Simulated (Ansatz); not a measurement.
**MnS, single point**

MnS is taken as an experimental structure (space group F-43m, primitive cell doubled), 4 atoms in the cell. Source: COD entry 9008854, which need not be the ambient phase.

These are results of Ansatz, DFT, PBE, PAW, plane waves, scalar-relativistic, not measurements.

The input:

```yaml
crystal:
  lattice:
    - [-2.8, -2.8, -5.6]
    - [2.8, -2.8, 0.0]
    - [-2.8, -2.8, 0.0]
  atoms:
    - { symbol: Mn, position: [0.0, 0.0, 0.0], spin: 4.5 }
    - { symbol: Mn, position: [0.5, 0.5, 0.0], spin: -4.5 }
    - { symbol: S, position: [0.75, 0.5, 0.25] }
    - { symbol: S, position: [0.25, 0.0, 0.25] }
  symmetry: { detect: false, time_reversal: true }
magnetization:
  spin_polarized: true
hamiltonian:
  xc: pbe
  pseudopotentials: { kind: paw }
basis:
  ecutwfc: 420
kpoints:
  mp_grid: { grid: [4, 5, 7] }
scf:
  occupations: { method: fermi_dirac, width: 0.03 }
  lower_state_search: "off"
output:
  forces: true
  stress: true
```

Launched as:
```sh
ansatz run input.yaml --threads 2 --pin off --max-ram 5120MiB --backend cpu --events-out ev --progress --plain --runs-dir out
```

Program output, abridged:

```
Pseudopotentials: kind: paw
Pseudopotential: Mn, paw, valence charge 15, recommended cutoff 420 eV (normal), Mn.paw.azcp
Pseudopotential: S, paw, valence charge 6, recommended cutoff 420 eV (normal), S.paw.azcp
Functional definition: PBE
Crystal: 4 atoms, lattice volume = 87.808 Å³
Basis set: ecut = 420 eV, 1715 PW (Γ), exchange–correlation on 96×54×54 points (8 copies of the dense FFT grid, shifted against one another)
Bands: 31, of which v1, the nominal top of the filled ones, is band 21 counted from 1 (20 counted from 0)
Symmetry: 1 space group operations
k-points: 71 of 140 (time reversal used)
Non-local potential: Mn, projectors of the file, l = 0: 3, l = 1: 2, l = 2: 3, l = 3: 1
Non-local potential: S, projectors of the file, l = 0: 2, l = 1: 2, l = 2: 2
Initial density: superposition of atomic densities (chi_scale 0.1, normalization cell, long waves kept (reshape's long-wave potential 0.00 eV rms))
Starting moments: Σ|m| = 9 μB on 2 of 4 sites
Initial wavefunctions: pseudopotential atomic-orbital guess
Functional: x = pbe(κ = 0.804, μ = 0.2195149727645171), c = pbe(β = 0.06672455060314922)
SCF iter   1: F=—  HF=-9606.433742 eV  |F-HF|=—  |Δ(HF+E_count)|=         —  Δρ=6.28e-2 (↑6.28e-2 ↓6.28e-2)  dr2=1.36e1  dr2_m=1.52e-1  M=0.000 μB ∫|m|=8.014 μB  β_m=0.30  ethr=3.10e-3  ⟨swp⟩=5.1  Hψ=17454  notcnv=0
preconditioner: auto → Resta (q_TF=auto, 2.413 Å⁻¹)  ε∞=7.2  [insulator: Δε(μ)=0.389 eV  Ē_g=8.140 eV  σ=0.030 eV  W_gap=1.00  n_scr=20 (ndim 8)  ℏωp=20.2 eV  f_vac=0.000  D(μ)=0.01/eV (n_scr^D=0)  ε∞_Penn≈7.2]
spin=Collinear: Resta preconditioning applied to the charge; magnetization (m = ρ↑ − ρ↓) channel mixes plain (no charge-response kernel on spin).
SCF iter   2: F=—  HF=-9604.392228 eV  |F-HF|=—  |Δ(HF+E_count)|=    2.04e0  Δρ=1.24e-2 (↑1.24e-2 ↓1.24e-2)  dr2=5.82e-1  dr2_m=1.61e-2  M=-0.000 μB ∫|m|=8.888 μB  β_m=0.30  ethr=3.10e-3  ⟨swp⟩=3.0  Hψ=10642  notcnv=0  defer=410
Mixer restart at iter 2: flushing history
spin-set hold released at iteration 2 (the charge has settled, or the pull on large starting moments outlasts its swing): the magnetisation degrees of freedom join the quasi-Newton model from the next iteration; the mixer history was flushed
SCF iter   3: F=—  HF=-9604.324258 eV  |F-HF|=—  |Δ(HF+E_count)|=   6.80e-2  Δρ=9.45e-3 (↑9.45e-3 ↓9.45e-3)  dr2=3.55e-1  dr2_m=8.91e-3  M=0.000 μB ∫|m|=8.905 μB  β_m=0.65  ethr=1.39e-3  ⟨swp⟩=2.0  Hψ=5362  notcnv=0  defer=455
SCF iter   4: F=—  HF=-9604.279188 eV  |F-HF|=—  |Δ(HF+E_count)|=   4.51e-2  Δρ=3.13e-3 (↑3.11e-3 ↓3.13e-3)  dr2=2.76e-2  dr2_m=4.43e-4  M=-0.000 μB ∫|m|=8.989 μB  β_m=0.81  ethr=8.45e-4  ⟨swp⟩=2.1  Hψ=6429  notcnv=0  defer=490
SCF iter   5: F=—  HF=-9604.284645 eV  |F-HF|=—  |Δ(HF+E_count)|=   5.46e-3  Δρ=1.94e-3 (↑1.92e-3 ↓1.94e-3)  dr2=1.21e-2  dr2_m=1.70e-4  M=0.000 μB ∫|m|=8.977 μB  β_m=0.73  ethr=6.56e-5  ⟨swp⟩=3.5  Hψ=8213  notcnv=0  defer=506
SCF iter   6: F=—  HF=-9604.284312 eV  |F-HF|=—  |Δ(HF+E_count)|=   3.34e-4  Δρ=4.93e-4 (↑4.93e-4 ↓4.87e-4)  dr2=9.61e-4  dr2_m=3.22e-6  M=-0.000 μB ∫|m|=8.987 μB  β_m=0.87  ethr=2.88e-5  ⟨swp⟩=2.1  Hψ=6924  notcnv=0  defer=610
SCF iter   7: F=—  HF=-9604.285047 eV  |F-HF|=—  |Δ(HF+E_count)|=   7.35e-4  Δρ=2.81e-4 (↑2.01e-4 ↓2.81e-4)  dr2=1.95e-4  dr2_m=3.10e-6  M=0.000 μB ∫|m|=8.989 μB  β_m=0.91  ethr=2.29e-6  ⟨swp⟩=2.0  Hψ=5914  notcnv=0  defer=610
SCF iter   8: F=—  HF=-9604.285213 eV  |F-HF|=—  |Δ(HF+E_count)|=   1.66e-4  Δρ=3.59e-4 (↑3.59e-4 ↓3.40e-4)  dr2=4.40e-4  dr2_m=4.65e-6  M=-0.000 μB ∫|m|=8.989 μB  β_m=0.63  ethr=4.65e-7  ⟨swp⟩=2.0  Hψ=6894  notcnv=0  defer=610  recentre
SCF iter   9: F=—  HF=-9604.285160 eV  |F-HF|=—  |Δ(HF+E_count)|=   5.26e-5  Δρ=3.54e-5 (↑3.28e-5 ↓3.54e-5)  dr2=2.78e-6  dr2_m=8.24e-8  M=0.000 μB ∫|m|=8.989 μB  β_m=0.81  ethr=4.65e-7  ⟨swp⟩=2.2  Hψ=5820  notcnv=0  defer=610
SCF iter  10: F=—  HF=-9604.285166 eV  |F-HF|=—  |Δ(HF+E_count)|=   5.34e-6  Δρ=7.68e-6 (↑7.29e-6 ↓7.68e-6)  dr2=1.31e-7  dr2_m=9.33e-10  M=-0.000 μB ∫|m|=8.989 μB  β_m=0.91  ethr=6.63e-9  ⟨swp⟩=2.0  Hψ=5638  notcnv=0  defer=610
SCF iter  11: F=-9604.285166 eV  HF=-9604.285166 eV  |F-HF|=6.87e-9  |Δ(HF+E_count)|=   2.36e-7  Δρ=2.21e-6 (↑1.49e-6 ↓2.21e-6)  dr2=1.05e-8  dr2_m=3.78e-10  M=0.000 μB ∫|m|=8.989 μB  ethr=2.38e-10  ⟨swp⟩=4.0  Hψ=12105  notcnv=0
SCF 1 converged in 11 iterations: F = -9604.285166 eV  dr2 = 1.05e-8
  greatest PAW one-centre occupation: 1.003 electrons in one spin orbital (limit 2), on the Mn atom at site 0 (counted from 0), in its partial waves of l = 1
SCF converged after 11 iterations
Magnetization: 0.0000 μB (21.0000 up, 21.0000 down)
Absolute magnetization: 8.9906 μB (∫|ρ↑−ρ↓|, with the PAW one-centre terms)
Spin contamination: 4.5973 ħ² per cell (⟨S²⟩ above its minimum at these occupations)
Per-site moments (μB) at R_I (Å): [(3.9738, 1.0002), (-3.9738, 1.0002), (0.0002, 1.0002), (-0.0002, 1.0002)]
Free energy (F): -9604.285166 eV
Harris-Foulkes:  -9604.285166 eV  (|F-HF|=6.87e-9)
Internal energy: -9604.285166 eV  (E = F + TS)
E sigma→0 (E₀):  -9604.285166 eV
Fermi energy:    7.307100 eV
--- Per-component energies (eV) ---
  E_band       = -712.561435
  E_kinetic    = 811.174641
  E_local      = -5595.247380  (includes V_loc(G=0)·N_el)
  E_nonlocal   = 558.162278
  E_hartree    = 2297.948926
  E_xc         = -415.611063
  E_vxc        = -457.742014  (∫ρ·V_xc dr)
  E_paw        = -3812.518224  (= ΣΔE_a)
  E_vpaw       = -624.800127  (= ΣTr[D̂ρ^β])
  E_aug_tail   = -0.000016  (compensation charges beyond the density's cutoff)
  E_ewald      = -3448.194329
  E_smearing   = -0.000000  (= −TS)
  E_closure    = -0.000000  (closes the sum)
  Σ components = -9604.285166   (vs F -9604.285166, Δ=0.00e0)
--- Forces (eV/Å), atoms counted from 1 ---
  atom   1  Mn    -0.00000293    -0.00000295    -0.00107861
  atom   2  Mn    -0.00000310    -0.00000299    -0.00107841
  atom   3  S      0.00000243     0.00000245     0.00107784
  atom   4  S      0.00000243     0.00000243     0.00108029
  max |Σ_I F_I| component: 1.17e-6 eV/Å
--- Stress (GPa, compression-positive) ---
       -2.935417      -0.009916      -0.000038
       -0.009916      -2.935417      -0.000038
       -0.000038      -0.000038      -3.510651
  P = ⅓ Tr σ = -3.1272 GPa (-31.272 kbar)
```

Among 12 converged runs of this cell from various starts and settings, this end is the lowest found.

Gaps of semilocal functionals run low against measured ones. The mesh has less symmetry than the lattice, which lowers the symmetry of the run.

The run took 18 s on 2 threads of Arm Neoverse V2, with other jobs on the host, peak memory 0.54 GiB.
